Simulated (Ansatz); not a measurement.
## A series in volume scale on Bi

Plane-wave DFT, scalar-relativistic PAW made under PBE with cores redone for the functional, no dispersion; the given relaxed cell is scaled uniformly, energy at zero smearing counts from the unscaled cell, pressure at the given Fermi-Dirac smearing is positive in compression. The results are calculated, by Ansatz 0.2.0.

The cell before it is scaled or strained (space group P6/mmm, No. 191):
```
CELL_PARAMETERS angstrom
5.73230 0.00000 0.00000
-2.86610 4.96430 0.00000
0.00000 0.00000 3.37450
ATOMIC_POSITIONS crystal
Bi 0.00000 0.00000 0.00000
Bi 0.33333 0.66667 0.50000
Bi 0.66667 0.33333 0.50000
```

Settings of every row: spin polarised no; functional PBE; wave cutoff 420 eV; smearing width 0.1 eV; k mesh 7x7x11.

Atom starting moment: 0 on all atoms.

Limits: no spin-orbit coupling, which can matter with elements this heavy; the cell comes from a prototype or a list of computed structures and needn't be the stable phase.

```
row  volume scale  V (Å³/atom)  energy change per atom (meV)  pressure (GPa)
  1          0.88       28.168                          94.8            8.79
  2          0.92       29.448                         39.76            5.25
  3          0.96       30.729                          9.84            2.42
  4          1.04        33.29                          6.36           -1.67
  5          1.08        34.57                             ?               ?
  6          1.12        35.85                         55.99           -4.31
```

Question: what energy change per atom and pressure should row 5 give?

Worked fit of energy change per atom. Take u = (V_r/V)^(2/3) − 1 with V_r = 30.729 Å³ an atom, which is twice the finite (Eulerian) strain; such expansions in the strain, on which the Birch-Murnaghan equation of state is built, carry the rest volume and the bulk modulus. The shown rows have u = 0.05973, 0.02879, 0, -0.05197, -0.09765. Least squares give energy change per atom = 9.946 + 699.86 × u + 12011 × u² meV; a straight line predicts inner rows, each left out in turn, worse (root mean square 34 against 0.46 meV). The rows lie off it by 0.20, -0.29, -0.11, 0.35, -0.15 (root mean square 0.24 meV). The withheld row has u = -0.07552, so the fit gives 9.946 + 699.86 × (-0.07552) + 12011 × (-0.07552)² = 25.59 meV.

The calculation gave 25.86 meV. The fit lies 0.27 meV (1 % of the value, 0.31 % of the column's range) below it; its largest miss of a shown row is 0.35 meV.

Worked fit of pressure. Take u = (V_r/V)^(2/3) − 1 with V_r = 30.729 Å³ an atom, which is twice the finite (Eulerian) strain; such expansions in the strain, on which the Birch-Murnaghan equation of state is built, carry the rest volume and the bulk modulus. The shown rows have u = 0.05973, 0.02879, 0, -0.05197, -0.09765. Least squares give pressure = 2.434 + 91.97 × u + 236.2 × u² GPa; a straight line predicts inner rows, each left out in turn, worse (root mean square 0.67 against 0.049 GPa). The rows lie off it by 0.02, -0.03, -0.01, 0.04, -0.02. The pressure vanishes at u = -0.0286, or V = 32.09 Å³ an atom, and there the bulk modulus at fixed shape and fractions is B = −V dP/dV = (2/3)(1 + u) dP/du = 50.8 GPa. Letting shape and atoms relax would as a rule lower it, by much in layered, chain or molecular crystals. The withheld row has u = -0.07552, so the fit gives 2.434 + 91.97 × (-0.07552) + 236.2 × (-0.07552)² = -3.16 GPa.

The calculation gave -3.14 GPa. The fit lies 0.02 GPa (0.15 % of the column's range) below it; its largest miss of a shown row is 0.04 GPa.
